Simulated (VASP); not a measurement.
# CoO (R-3m) in VASP: relaxation of the atoms with PBEsol+D3

Aim: the relaxation of the atoms of CoO with PBEsol+D3.

Everything below comes from runs of VASP 6.6.1. Logs are shortened: lines on timing, memory, paths and dates and some standing lists are left out, and cuts for length are marked.

## 1. The undisturbed crystal

Symmetry: R-3m, No. 166, trigonal system. The conventional cell has a = 3.011 Å, b = 3.011 Å, c = 7.320 Å, α = 90.00°, β = 90.00°, γ = 120.00°. Co (site symmetry -3m) has 6 O at 2.12 Å as nearest neighbours. O (site symmetry -3m) has 6 Co at 2.12 Å as nearest neighbours.

The cell is a database's computed one.

## 2. Relaxation of the atoms, PBEsol+D3, collinear spin, ferromagnetic start (atoms moved at random, drawn with an rms of 0.15 Å)

Contents of run.py:

```python
from ase import Atoms
from ase.calculators.vasp import Vasp
from ase.optimize import BFGSLineSearch

atoms = Atoms(
    ['Co', 'O'],
    cell=[[1.5054695445, 0.8691832468, 2.4399269062], [-1.5054695445, 0.8691832468, 2.4399269062], [0.0, -1.7383664936, 2.4399269062]],
    scaled_positions=[[0.010569, -0.02756, 0.051064], [0.478396, 0.505277, 0.502085]],
    pbc=True,
)
atoms.set_initial_magnetic_moments([2.0, 0.0])
calc = Vasp(
    directory='calc',
    xc='pbesol',
    pp='PBE',
    setups={'base': 'minimal', 'O': '_s'},
    prec='Accurate',
    encut=400,
    ediff=1e-06,
    ismear=-1,
    sigma=0.02,
    lreal=False,
    lasph=True,
    nelm=150,
    algo='Normal',
    isif=2,
    lwave=True,
    lcharg=False,
    ispin=2,
    lorbit=11,
    lmaxmix=4,
    ivdw=11,
    kpts=[11, 11, 11],
    gamma=True,
)
atoms.calc = calc
opt = BFGSLineSearch(atoms, trajectory='relax.traj')
converged = opt.run(fmax=0.01, steps=40)
print('converged:', converged)

print('energy (eV):', atoms.get_potential_energy())
print('free energy (eV):', atoms.get_potential_energy(force_consistent=True))
print('forces (eV/A):')
print(atoms.get_forces())
print('stress (eV/A^3, Voigt):', atoms.get_stress())
print('Fermi level (eV):', calc.get_fermi_level())
print('moment (muB):', atoms.get_magnetic_moment())
print('site moments (muB):', atoms.get_magnetic_moments())
print('cell (A, degrees):', atoms.cell.cellpar())
print('volume (A^3):', atoms.get_volume())
print('scaled positions:')
print(atoms.get_scaled_positions())
```

Potentials or basis: VASP PAW PBE potentials, release 64 (Co, O_s).

On the command line:

```sh
python run.py
```

What it wrote:

```text
Step[ FC]     Time          Energy          fmax
BFGSLineSearch:    0[  0] --:--:--      -14.234421       0.3523
BFGSLineSearch:    1[  1] --:--:--      -14.246373       0.0360
BFGSLineSearch:    2[  3] --:--:--      -14.247208       0.0382
BFGSLineSearch:    3[  4] --:--:--      -14.247521       0.0305
BFGSLineSearch:    4[  6] --:--:--      -14.248039       0.0302
BFGSLineSearch:    5[  7] --:--:--      -14.248431       0.0340
BFGSLineSearch:    6[  8] --:--:--      -14.248651       0.0292
BFGSLineSearch:    7[  9] --:--:--      -14.248835       0.0134
BFGSLineSearch:    8[ 10] --:--:--      -14.248888       0.0026
converged: True
energy (eV): -14.24666302
free energy (eV): -14.24888821
forces (eV/A):
[[ 0.00083069  0.0004796  -0.0023871 ]
 [-0.00083069 -0.0004796   0.0023871 ]]
stress (eV/A^3, Voigt): [ 1.36327311e-02  1.37042883e-02  2.77932363e-02  1.70484949e-05
  2.95288605e-05 -6.19703276e-05]
Fermi level (eV): 8.24806213
moment (muB): 2.9442872
site moments (muB): [2.56  0.339]
cell (A, degrees): [ 2.99585737  2.99585737  2.99585737 60.33333983 60.33333983 60.33333983]
volume (A^3): 19.156289321211297
scaled positions:
[[0.00385457 0.99848175 0.03619736]
 [0.48511043 0.47923525 0.51695164]]
```

OUTCAR:

```text
ENCUT = 400.000000
   EDIFF = 1.00e-06
   GGA = PS
   PREC = Accurate
   ISIF = 2
   ISMEAR = -1
   ISPIN = 2
   LORBIT = 11
   NELM = 150
   IVDW = 11
   LASPH = .TRUE.
   LREAL = .FALSE.
 IVDW          = 11

 ion  position               nearest neighbor table
   1  0.004  0.998  0.036-   2 2.05   2 2.05   2 2.05   2 2.21   2 2.21   2 2.21
   2  0.485  0.479  0.517-   1 2.05   1 2.05   1 2.05   1 2.21   1 2.21   1 2.21

  LATTYP: Found a trigonal (rhomboedric) cell.
 ALAT       =     2.9958573687
 COS(alpha) =     0.4949531368

  Lattice vectors:

 A1 = (   1.5054695445,   0.8691832468,   2.4399269062)
 A2 = (  -1.5054695445,   0.8691832468,   2.4399269062)
 A3 = (   0.0000000000,  -1.7383664936,   2.4399269062)

Analysis of symmetry for initial positions (statically):
=====================================================================
 Subroutine PRICEL returns:
 Original cell was already a primitive cell.

 Routine SETGRP: Setting up the symmetry group for a
 trigonal (rhombohedral) supercell.

 Subroutine GETGRP returns: Found  2 space group operations
 (whereof  1 operations were pure point group operations)
 out of a pool of 12 trial point group operations.

The static configuration has the point symmetry C_1 .
 The point group associated with its full space group is C_1h.

Analysis of symmetry for dynamics (positions and initial velocities):
=====================================================================
 Subroutine PRICEL returns:
 Original cell was already a primitive cell.

 Routine SETGRP: Setting up the symmetry group for a
 trigonal (rhombohedral) supercell.

 Subroutine GETGRP returns: Found  2 space group operations
 (whereof  1 operations were pure point group operations)
[... 539 lines left out ...]
 k-point     1 :       0.0000    0.0000    0.0000
  band No.  band energies     occupation
      1     -11.5396      1.00000
      2       5.3176      1.00000
      3       5.3185      1.00000
      4       5.3970      1.00000
      5       7.1795      1.00000
      6       7.1822      1.00000
      7       7.4760      1.00000
      8       8.2968      0.08026
      9       8.2998      0.06985
     10       9.6766      0.00000
     11      24.6969      0.00000
     12      26.7098      0.00000
[... 333 lines left out ...]
      1     -10.2931      1.00000
      2       0.7845      1.00000
      3       3.3794      1.00000
      4       3.6905      1.00000
      5       7.8398      1.00000
      6       8.1449      0.99428
      7       8.3751      0.00174
      8      10.3342      0.00000
      9      10.5081      0.00000
     10      14.0882      0.00000
     11      18.2624      0.00000
     12      21.5906      0.00000

 [... further k-points ...]

------------------------ aborting loop because EDIFF is reached ----------------------------------------

 Edisp (eV)   -0.29653

 E8    (eV) :    -0.1593

  FORCE on cell =-STRESS in cart. coord.  units (eV):
  Direction    XX          YY          ZZ          XY          YZ          ZX
  --------------------------------------------------------------------------------------
  -------------------------------------------------------------------------------------
  Total      -0.26115    -0.26252    -0.53242     0.00119    -0.00033    -0.00057
  in kB     -21.84204   -21.95669   -44.52967     0.09929    -0.02731    -0.04731
  external pressure =      -29.44 kB  Pullay stress =        0.00 kB

 VOLUME and BASIS-vectors are now :
 -----------------------------------------------------------------------------
  energy-cutoff  :      400.00
  volume of cell :       19.16
      direct lattice vectors                 reciprocal lattice vectors
     1.505469544  0.869183247  2.439926906     0.332122295  0.191750896  0.136616114
    -1.505469544  0.869183247  2.439926906    -0.332122295  0.191750896  0.136616114
     0.000000000 -1.738366494  2.439926906     0.000000000 -0.383501793  0.136616114

 POSITION                                       TOTAL-FORCE (eV/Angst)
 -----------------------------------------------------------------------------------
     -1.49738      0.80829      2.53395         0.000831      0.000480     -0.002387
      0.00884     -0.06046      3.61426        -0.000831     -0.000480      0.002387
 -----------------------------------------------------------------------------------
    total drift:                               -0.000492      0.000945      0.000114

  FREE ENERGIE OF THE ION-ELECTRON SYSTEM (eV)
  ---------------------------------------------------
  free  energy   TOTEN  =       -14.2488882087 eV

  energy  without entropy=      -14.2444378220  energy(sigma->0) =      -14.24666302

 total charge

# of ion       s       p       d       tot
------------------------------------------
    1        0.305   0.376   7.156   7.837
    2        1.776   4.094   0.000   5.870
--------------------------------------------------
tot          2.082   4.470   7.156  13.708

 magnetization (x)

# of ion       s       p       d       tot
------------------------------------------
    1        0.019   0.020   2.521   2.560
    2        0.028   0.311   0.000   0.339
--------------------------------------------------
tot          0.047   0.332   2.521   2.899
```

INCAR:

```text
ENCUT = 400.000000
SIGMA = 0.020000
EDIFF = 1.00e-06
ALGO = Normal
GGA = PS
PREC = Accurate
ISIF = 2
ISMEAR = -1
ISPIN = 2
LMAXMIX = 4
LORBIT = 11
NELM = 150
IVDW = 11
LASPH = .TRUE.
LCHARG = .FALSE.
LWAVE = .TRUE.
LREAL = .FALSE.
MAGMOM = 1*2.0000 1*0.0000
```

It took 19 min on 1 thread of Intel Xeon Platinum 8488C (Sapphire Rapids), shared host; peak memory 0.22 GiB.

Results:

| Quantity | Value |
| --- | --- |
| Free energy | -14.2489 eV |
| Energy gained by relaxing | 7.2 meV/atom |
| Ionic steps | 9 |
| Pressure after relaxing | -2.9 GPa |
| Band gap on the k mesh | none (metal or under the smearing width) |
| Net moment | 2.94 μB per cell |
| Site moments | Co +2.56; O +0.34 μB |
| Valence electrons inside the program's atomic spheres | Co 7.84; O 5.87 |
| Dispersion energy per atom | -0.148 eV |

Forces in eV/Å, atoms in the order of the input:
```
Co   0.001  0.000 -0.002
O   -0.001  0.000  0.002
```

Step by step:
| step | energy change (eV) | largest force (eV/Å) | pressure (GPa) |
| --- | --- | --- | --- |
| 1 | 0.0000 | 0.3523 | -7.33 |
| 2 | -0.0119 | 0.0360 | 3.78 |
| 3 | -0.0127 | 0.0382 | 5.75 |
| 4 | -0.0131 | 0.0305 | 2.34 |
| 5 | -0.0136 | 0.0302 | -0.67 |
| 6 | -0.0140 | 0.0340 | -3.48 |
| 7 | -0.0142 | 0.0292 | -4.23 |
| 8 | -0.0144 | 0.0134 | -3.41 |
| 9 | -0.0144 | 0.0026 | -2.94 |

Final structure:
```yaml
crystal:
  lattice:
    - [1.50547, 0.86918, 2.43993]
    - [-1.50547, 0.86918, 2.43993]
    - [0.00000, -1.73837, 2.43993]
  atoms:
    - { symbol: Co, position: [0.00385, 0.99848, 0.03620] }
    - { symbol: O, position: [0.48511, 0.47924, 0.51695] }
```

Caveat: the PAW data sets were made with another functional, which shifts forces and pressure a little; a cell with one magnetic atom can't hold antiferromagnetic order, which such compounds often take; semilocal functionals often make such compounds metallic where correlation or magnetic order opens a gap, which also shifts bond lengths; pairwise dispersion overbinds metals, which lowers pressure and volume.
